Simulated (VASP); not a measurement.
Crystal: C.

```
CELL_PARAMETERS angstrom
0.00000 1.78337 1.78337
1.78337 0.00000 1.78337
1.78337 1.78337 0.00000
ATOMIC_POSITIONS crystal
C 0.75000 0.75000 0.75000
C 0.50000 0.50000 0.50000
```

This isn't the form of C at room conditions, which is graphite.

Program: VASP 6.6.1. Alike in all runs: task band structure; potentials or basis VASP PAW PBE potentials, release 64 (C); no spin polarisation; cell as given; cutoff (eV) 520; smearing fermi-dirac 0.05 eV.

Order these runs on this cell by their band gap on the k mesh, lowest first.
A. level BLYP; k mesh 13 × 13 × 13; mesh quality not flagged
B. level PW91; k mesh 13 × 13 × 13; mesh quality not flagged
C. level AM05; k mesh 13 × 13 × 13; mesh quality not flagged
D. level LAK; k mesh 13 × 13 × 13; mesh quality not flagged
E. level B3LYP; k mesh 7 × 7 × 7; grid for exact exchange (PRECFOCK) Fast; exchange at q = 0 truncated; mesh quality coarse

C (4.03 eV), B (4.18 eV), A (4.47 eV), D (4.75 eV), E (6.13 eV).

Caveats: some runs use coarse meshes; the mesh misses the band edges, which the band path finds closer together (some runs).

Runs at the PBE level aren't shown here.
